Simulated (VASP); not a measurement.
Input of a VASP 6.6.1 run:

File INCAR:

```
PREC = Accurate
ENCUT = 350
EDIFF = 1E-5
ISMEAR = 0
SIGMA = 0.03
LREAL = Auto
LASPH = T
NELM = 120
ALGO = Normal
ISIF = 2
LWAVE = F
LCHARG = F
ISPIN = 2
MAGMOM = 4 0 0 0 0 0 0 0 0 0 0 0 0 0 0 0 0 0 0 0 0 0 0 0
LORBIT = 11
LMAXMIX = 4
LDAU = T
LDAUTYPE = 2
LDAUL = 2 -1
LDAUU = 4 0
LDAUJ = 0 0
LDAUPRINT = 1
GGA = PS
NBANDS = 187
ISYM = 0
KPAR = 2
```

The input KPOINTS:

```
regular mesh
0
Gamma
  2 2 2
```

The input POSCAR:

```
FeGe23                                  
1.0
    0.0000000000      8.4863100000      8.4863100000
    5.6575400000      0.0000000000      5.6575400000
    5.6575400000      5.6575400000      0.0000000000
  Fe              Ge            
     1    23
Direct
     0.0006749096371668    0.9985583130437391    0.9987569310150324
     0.0000436866515569    0.0001601418294640    0.5007389849664717
     0.9995335959595906    0.4995831589831696    0.0012663209634163
     0.0004422889639222    0.4988302787066791    0.4984851145480858
     0.3307895818850873    0.0033081762838480    0.0006612186453900
     0.3329989092059434    0.0033864306124324    0.4960220761132703
     0.3326301538573361    0.4987025395965899    0.0010925977486590
     0.3315470440243607    0.5029894060247093    0.5004578535375875
     0.6693430074616202    0.0017451478622986    0.9999779218083186
     0.6644675814475794    0.0043266845286774    0.4983380543443714
     0.6643076045950453    0.5006594393932160    0.0019581771629977
     0.6669134298052476    0.5015461259716050    0.5001964740506331
     0.0818695873369280    0.1242585305653107    0.1254905399648559
     0.0840852205492577    0.1234461073283036    0.6288500161809839
     0.0837548214336224    0.6286971921390113    0.1231866327149172
     0.0815523186206613    0.6251377864738843    0.6262236261643410
     0.4208849069842643    0.1236919764678606    0.1209729252729608
     0.4150822180246120    0.1271713958539016    0.6253724160177208
     0.4149088334724231    0.6281218417789076    0.1244929970657300
     0.4169306158043536    0.6269967912209023    0.6247265997738921
     0.7548920972697186    0.1261319609909688    0.1236605018475015
     0.7502097275922744    0.1256545273174644    0.6248713732377154
     0.7496474195378510    0.6265961129301780    0.1244075381944324
     0.7500364398795842    0.6278229340968877    0.6255141086607110
```

Potentials or basis: VASP PAW PBE potentials, release 64 (Fe, Ge_d).

Command:

```console
$ cat potpaw_PBE.64/Fe/POTCAR potpaw_PBE.64/Ge_d/POTCAR > POTCAR
$ mpirun -np 4 vasp_std > vasp.out
```

(1) Predict the net moment.

(2) What does it give for the site moments?

(3) Estimate the band gap on the k mesh.

(4) Predict the largest force.

Answers

(1) 2.75 μB per cell.

(2) Fe +2.96; Ge -0.00, +0.00, -0.01, -0.06, -0.05 μB.

(3) none (metal or under the smearing width).

(4) 0.260 eV/Å.

Caveat: the k mesh is coarse (spacing up to 0.48 Å⁻¹), so the values aren't converged; the PAW data sets were made with another functional, which shifts forces and pressure a little; the U is typed as a test and isn't derived for this compound.
